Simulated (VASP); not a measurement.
# PtSe2 (P-3m1) in VASP: band structure with PBE+D3(BJ)

Aim: the band structure of PtSe2 with PBE+D3(BJ).

All numbers are computed with VASP 6.6.1; they aren't measurements. Logs are shortened: lines on timing, memory, paths and dates and some standing lists are left out, and cuts for length are marked.

## 1. The structure

Symmetry: P-3m1, No. 164, trigonal system. Conventional cell: a = 3.769 Å, b = 3.769 Å, c = 4.811 Å, α = 90.00°, β = 90.00°, γ = 120.00°. Pt (site symmetry -3m) is surrounded by 6 Se at 2.53 Å. Se (site symmetry 3m) has 3 Pt at 2.53 Å as nearest neighbours.

## 2. Band structure, PBE+D3(BJ)

File INCAR:

```
SYSTEM = PtSe2
  PREC = Accurate
  ENCUT = 350
  EDIFF = 1E-7
  ISMEAR = 0
  SIGMA = 0.02
  LREAL = .FALSE.
  LASPH = .TRUE.
  NELM = 80
  ALGO = Fast
  ISIF = 2
  LWAVE = .FALSE.
  LCHARG = .FALSE.
  LMAXMIX = 4
  GGA = PE
  IVDW = 12
```

File KPOINTS:

```
regular mesh
0
G
  9 9 6
  0 0 0
```

File POSCAR:

```
PtSe2                                   
1.0
    3.7686060769      0.0000000000      0.0000000000
   -1.8843030384      3.2637085956     -0.0000000000
   -0.0000000000      0.0000000000      4.8109117035
  Pt              Se            
     1     2
Direct
     0.0000000000000000    0.0000000000000000    0.0000000000000000
     0.3333333300000021    0.6666666699999979    0.2663710462340111
     0.6666666699999979    0.3333333300000021    0.7336289537659887
```

File KPOINTS_OPT:

```
path GMKGALHA,LM,KH
20
line-mode
reciprocal
 0.0000000000  0.0000000000  0.0000000000  G
 0.5000000000  0.0000000000  0.0000000000  M

 0.5000000000  0.0000000000  0.0000000000  M
 0.3333333333  0.3333333333  0.0000000000  K

 0.3333333333  0.3333333333  0.0000000000  K
 0.0000000000  0.0000000000  0.0000000000  G

 0.0000000000  0.0000000000  0.0000000000  G
 0.0000000000  0.0000000000  0.5000000000  A

 0.0000000000  0.0000000000  0.5000000000  A
 0.5000000000  0.0000000000  0.5000000000  L

 0.5000000000  0.0000000000  0.5000000000  L
 0.3333333333  0.3333333333  0.5000000000  H

 0.3333333333  0.3333333333  0.5000000000  H
 0.0000000000  0.0000000000  0.5000000000  A

 0.5000000000  0.0000000000  0.5000000000  L
 0.5000000000  0.0000000000  0.0000000000  M

 0.3333333333  0.3333333333  0.0000000000  K
 0.3333333333  0.3333333333  0.5000000000  H
```

Potentials or basis: VASP PAW PBE potentials, release 64 (Pt, Se).

Run with:

```bash
cat potpaw_PBE.64/Pt/POTCAR potpaw_PBE.64/Se/POTCAR > POTCAR
mpirun -np 1 vasp_std > vasp.out
```

OUTCAR:

```text
SYSTEM = PtSe2
   PREC = Accurate
   ENCUT = 350
   EDIFF = 1E-7
   ISMEAR = 0
   LREAL = .FALSE.
   LASPH = .TRUE.
   NELM = 80
   ISIF = 2
   GGA = PE
   IVDW = 12
 IVDW          = 12

 ion  position               nearest neighbor table
   1  0.000  0.000  0.000-   2 2.53   3 2.53   2 2.53   3 2.53   3 2.53   2 2.53
   2  0.333  0.667  0.266-   1 2.53   1 2.53   1 2.53
   3  0.667  0.333  0.734-   1 2.53   1 2.53   1 2.53

  LATTYP: Found a hexagonal cell.
 ALAT       =     3.7686060769
 C/A-ratio  =     1.2765759024

  Lattice vectors:

 A1 = (   3.7686060769,   0.0000000000,   0.0000000000)
 A2 = (  -1.8843030384,   3.2637085956,   0.0000000000)
 A3 = (   0.0000000000,   0.0000000000,   4.8109117035)

Analysis of symmetry for initial positions (statically):
=====================================================================
 Subroutine PRICEL returns:
 Original cell was already a primitive cell.

 Routine SETGRP: Setting up the symmetry group for a
 hexagonal supercell.

 Subroutine GETGRP returns: Found 12 space group operations
 (whereof 12 operations were pure point group operations)
 out of a pool of 24 trial point group operations.

The static configuration has the point symmetry D_3d.

Analysis of symmetry for dynamics (positions and initial velocities):
=====================================================================
 Subroutine PRICEL returns:
 Original cell was already a primitive cell.

 Routine SETGRP: Setting up the symmetry group for a
 hexagonal supercell.

 Subroutine GETGRP returns: Found 12 space group operations
 (whereof 12 operations were pure point group operations)
 out of a pool of 24 trial point group operations.

The dynamic configuration has the point symmetry D_3d.

 Subroutine INISYM returns: Found 12 space group operations
 (whereof 12 operations are pure point group operations),
 and found     1 'primitive' translations

----------------------------------------------------------------------------------------

                                     Primitive cell

  volume of cell :      59.1724

  direct lattice vectors                    reciprocal lattice vectors
     3.768606077  0.000000000  0.000000000     0.265350100  0.153199952  0.000000000
    -1.884303038  3.263708596  0.000000000     0.000000000  0.306399904  0.000000000
     0.000000000  0.000000000  4.810911704     0.000000000  0.000000000  0.207860809

  length of vectors
     3.768606077  3.768606074  4.810911704     0.306399904  0.306399904  0.207860809

  position of ions in fractional coordinates (direct lattice)
     0.000000000  0.000000000  0.000000000
     0.333333330  0.666666670  0.266371046
     0.666666670  0.333333330  0.733628954

  ion indices of the primitive-cell ions
   primitive index   ion index
                 1           1
                 2           2
                 3           3

----------------------------------------------------------------------------------------

 KPOINTS: regular mesh

Automatic generation of k-mesh.
 Grid dimensions read from file:
 generate k-points for:    9    9    6

 Generating k-lattice:

  Cartesian coordinates                     Fractional coordinates (reciprocal lattice)
     0.029483344  0.017022217  0.000000000     0.111111111  0.000000000  0.000000000
     0.000000000  0.034044434  0.000000000     0.000000000  0.111111111  0.000000000
     0.000000000  0.000000000  0.034643468     0.000000000  0.000000000  0.166666667

  Length of vectors
     0.034044434  0.034044434  0.034643468

  Shift w.r.t. Gamma in fractional coordinates (k-lattice)
     0.000000000  0.000000000  0.000000000

 Subroutine IBZKPT returns following result:
 ===========================================

 Found     62 irreducible k-points:

 Following reciprocal coordinates:
            Coordinates               Weight
  0.000000  0.000000  0.000000      1.000000
  0.111111 -0.000000  0.000000      6.000000
  0.222222 -0.000000  0.000000      6.000000
  0.333333  0.000000  0.000000      6.000000
  0.444444 -0.000000  0.000000      6.000000
  0.111111  0.111111  0.000000      6.000000
[... 16 lines left out ...]
  0.222222  0.111111  0.166667     12.000000
 -0.111111  0.333333  0.166667     12.000000
 [... further k-points ...]
   k-points           NKPTS =     62   k-points in BZ     NKDIM =     62   number of bands    NBANDS=     15
   number of dos      NEDOS =    301   number of ions     NIONS =      3
   total plane-waves  NPLWV =  17280
   dimension x,y,z NGX =    24 NGY =   24 NGZ =   30
   dimension x,y,z NGXF=    48 NGYF=   48 NGZF=   60
   ions per type =               1   2
   NGX,Y,Z   is equivalent  to a cutoff of  10.59, 10.59, 10.37 a.u.
   NGXF,Y,Z  is equivalent  to a cutoff of  21.17, 21.17, 20.73 a.u.
 SYSTEM =  PtSe2
   PREC   = accura    normal or accurate (medium, high low for compatibility)
   ISTART =      0    job   : 0-new  1-cont  2-samecut
   ICHARG =      2    charge: 1-file 2-atom 10-const
   ISPIN  =      1    spin polarized calculation?
   LNONCOLLINEAR =      F non collinear calculations
   LSORBIT =      F    spin-orbit coupling
   LASPH  =      T    aspherical Exc in radial PAW
   ENCUT  =  350.0 eV  25.72 Ry    5.07 a.u.   5.75  5.75  7.34*2*pi/ulx,y,z
   NELM   =     80;   NELMIN=  2; NELMDL= -5     # of ELM steps
   EDIFF  = 0.1E-06   stopping-criterion for ELM
   LREAL  =      F    real-space projection
   EDIFFG = 0.1E-05   stopping-criterion for IOM
   NSW    =      0    number of steps for IOM
   IBRION =     -1    ionic relax: 0-MD 1-quasi-New 2-CG
   NFREE  =      0    steps in history (QN), initial steepest desc. (CG)
   ISIF   =      2    stress and relaxation
   ISYM   =      2    0-nonsym 1-usesym 2-fastsym
   POTIM  = 0.5000    time-step for ionic-motion
   TEBEG  =    0.0;   TEEND  =   0.0 temperature during run
   PSTRESS=    0.0 pullay stress
   NELECT =      22.0000    total number of electrons
   NUPDOWN=      -1.0000    fix difference up-down
   EMIN   =  10.00;   EMAX   =-10.00  energy-range for DOS
   EFERMI =   0.00;   METHOD = LEGACY
   ISMEAR =     0;   SIGMA  =   0.02  broadening in eV -4-tet -1-fermi 0-gaus
   EFERMI_NEDOS =   21; number of points for ismear=-14 and -15
   IALGO  =     68    algorithm
   IMIX   =      4    mixing-type and parameters
     AMIX     =   0.40;   BMIX     =  1.00
     AMIX_MAG =   1.60;   BMIX_MAG =  1.00
  volume/ion in A,a.u.               =      19.72       133.11
  Fermi-wavevector in a.u.,A,eV,Ry     =   1.177179  2.224546 18.854283  1.385751
  Thomas-Fermi vector in A             =   2.313530
   LORBIT       =      0    0 simple, 1 ext, 2 COOP (PROOUT), +10 PAW based schemes
   GGA     = PE    functional components
   LHFCALC =     F    Hartree Fock is set to
   AEXX    =    0.0000 exact exchange contribution
   IVDW    =    12    specifies the selected vdW correction
   LEPSILON=     F    determine dielectric tensor
   LRPA    =     F    only Hartree local field effects (RPA)
 non-spin polarized calculation
 RMM-DIIS sequential band-by-band and
 Gauss-broadening in eV      SIGMA  =   0.02
  energy-cutoff  :      350.00
  volume of cell :       59.17
 maximum number of plane-waves:       891
 NGX is ok and might be reduce to    24
   NGX = 11   NGY = 11   NGZ = 15

 number of electron      22.0000004 magnetization

 Free energy of the ion-electron system (eV)
  ---------------------------------------------------
  ext. energy  EPLUGINS =         0.00000000
  ---------------------------------------------------
  free energy    TOTEN  =       -14.18864744 eV

  energy without entropy =      -14.18835991  energy(sigma->0) =      -14.18850367

 E-fermi :   6.7777     XC(G=0): -10.8460

 val. band max:        6.7319344081   @ k =   0.3333   0.3333   0.0000
 cond. band min:       6.7810765681   @ k =  -0.1111   0.4444   0.1667
 fundamental gap:      0.0491421600
 Fermi energy:         6.7777323891

 k-point     1 :       0.0000    0.0000    0.0000
  band No.  band energies     occupation
      1      -8.9304      2.00000
      2      -5.8031      2.00000
      3      -0.3762      2.00000
      4       0.5268      2.00000
      5       0.5268      2.00000
      6       2.9663      2.00000
      7       2.9663      2.00000
      8       4.2825      2.00000
      9       5.7584      2.00000
     10       5.7584      2.00000
     11       7.5601      0.00000
     12       7.8139      0.00000
     13       7.8139      0.00000
     14      10.1096      0.00000
     15      10.8856      0.00000

 k-point     2 :       0.1111   -0.0000    0.0000
  band No.  band energies     occupation
      1      -8.7977      2.00000
      2      -5.8820      2.00000
      3      -0.2095      2.00000
      4       0.6131      2.00000
      5       0.6588      2.00000
      6       2.7763      2.00000
      7       2.8745      2.00000
      8       3.9914      2.00000
      9       5.2473      2.00000
     10       5.5387      2.00000
     11       6.6515      2.00000
     12       7.9986      0.00000
     13       8.3440      0.00000
     14      10.9002      0.00000
     15      11.6348      0.00000
[... 365 lines left out ...]
      3       0.4718      2.00000
      4       0.9732      2.00000
      5       1.2394      2.00000
      6       1.9154      2.00000
      7       2.2514      2.00000
      8       3.4172      2.00000
      9       3.9899      2.00000
     10       4.6082      2.00000
     11       5.2827      2.00000
     12       8.2406      0.00000
     13       8.7356      0.00000
     14      12.0728      0.00000
     15      13.3862      0.00000

 k-point    24 :      -0.1111    0.3333    0.1667
  band No.  band energies     occupation
      1      -7.9955      2.00000
      2      -6.3574      2.00000
      3       0.1580      2.00000
      4       0.8309      2.00000
      5       1.1387      2.00000
      6       1.8322      2.00000
      7       2.5676      2.00000
      8       3.4110      2.00000
      9       4.4125      2.00000
     10       4.8320      2.00000
     11       6.3019      2.00000
     12       7.1123      0.00000
     13       8.1528      0.00000
     14      11.4090      0.00000
     15      12.9681      0.00000

 [... further k-points ...]

------------------------ aborting loop because EDIFF is reached ----------------------------------------

 Edisp (eV)   -1.47621

 E8    (eV) :    -0.6343

  FORCE on cell =-STRESS in cart. coord.  units (eV):
  Direction    XX          YY          ZZ          XY          YZ          ZX
  --------------------------------------------------------------------------------------
  -------------------------------------------------------------------------------------
  Total      -0.00058    -0.00058    -0.00020    -0.00000     0.00000     0.00000
  in kB      -0.01565    -0.01565    -0.00543    -0.00000     0.00000     0.00000
  external pressure =       -0.01 kB  Pullay stress =        0.00 kB

 VOLUME and BASIS-vectors are now :
 -----------------------------------------------------------------------------
  energy-cutoff  :      350.00
  volume of cell :       59.17
      direct lattice vectors                 reciprocal lattice vectors
     3.768606077  0.000000000  0.000000000     0.265350100  0.153199952  0.000000000
    -1.884303038  3.263708596  0.000000000     0.000000000  0.306399904  0.000000000
     0.000000000  0.000000000  4.810911704     0.000000000  0.000000000  0.207860809

 POSITION                                       TOTAL-FORCE (eV/Angst)
 -----------------------------------------------------------------------------------
      0.00000      0.00000      0.00000         0.000000      0.000000      0.000000
     -0.00000      2.17581      1.28149        -0.000000      0.000000      0.001755
      1.88430      1.08790      3.52942         0.000000     -0.000000     -0.001755
 -----------------------------------------------------------------------------------
    total drift:                                0.000000      0.000000      0.000000

  FREE ENERGIE OF THE ION-ELECTRON SYSTEM (eV)
  ---------------------------------------------------
  free  energy   TOTEN  =       -15.6648615155 eV

  energy  without entropy=      -15.6645739823  energy(sigma->0) =      -15.66471775
```

Run time: 52 s. Hardware: 1 thread of Intel Xeon Platinum 8259CL at 2.50GHz (Skylake/Cascade Lake), shared host; peak memory 0.19 GiB.

Results:

* Free energy: -15.6649 eV
* Pressure: 0.0 GPa
* Band gap along the path: none (metal or under the smearing width)
* Dispersion energy per atom: -0.492 eV

Levels at the corners of the path, in eV from the Fermi level:
```csv
point,band 7,band 8,band 9,band 10,band 11,band 12,band 13,band 14,band 15
Γ,-3.81,-2.50,-1.02,-1.02,0.78,1.04,1.04,3.33,4.11
M,-3.74,-3.71,-3.34,-3.27,-2.93,0.48,2.50,5.04,6.12
M,-3.74,-3.71,-3.34,-3.27,-2.93,0.48,2.50,5.04,6.12
K,-4.56,-3.62,-2.26,-1.71,-1.71,-0.05,-0.05,3.83,7.57
K,-4.56,-3.62,-2.26,-1.71,-1.71,-0.05,-0.05,3.83,7.57
Γ,-3.81,-2.50,-1.02,-1.02,0.78,1.04,1.04,3.33,4.11
Γ,-3.81,-2.50,-1.02,-1.02,0.78,1.04,1.04,3.33,4.11
A,-3.87,-2.93,-1.74,-1.74,-1.72,2.32,2.32,4.99,6.55
A,-3.87,-2.93,-1.74,-1.74,-1.72,2.32,2.32,4.99,6.54
L,-3.38,-3.36,-3.09,-2.59,-1.11,0.58,1.46,4.91,4.93
L,-3.38,-3.36,-3.09,-2.59,-1.11,0.58,1.46,4.91,4.93
H,-4.30,-4.30,-3.46,-2.50,-2.50,2.34,2.34,6.58,7.60
H,-4.30,-4.30,-3.46,-2.50,-2.50,2.34,2.34,6.58,7.60
A,-3.87,-2.93,-1.74,-1.74,-1.72,2.32,2.32,4.99,6.55
L,-3.38,-3.36,-3.09,-2.59,-1.11,0.58,1.46,4.91,4.93
M,-3.74,-3.71,-3.34,-3.27,-2.93,0.48,2.50,5.04,6.12
K,-4.56,-3.62,-2.26,-1.71,-1.71,-0.05,-0.05,3.83,7.57
H,-4.30,-4.30,-3.46,-2.50,-2.50,2.34,2.34,6.58,7.60
```

Caveat: spin-orbit coupling is left out, which moves the levels of the heavy elements; pairwise dispersion overbinds metals, which lowers pressure and volume.
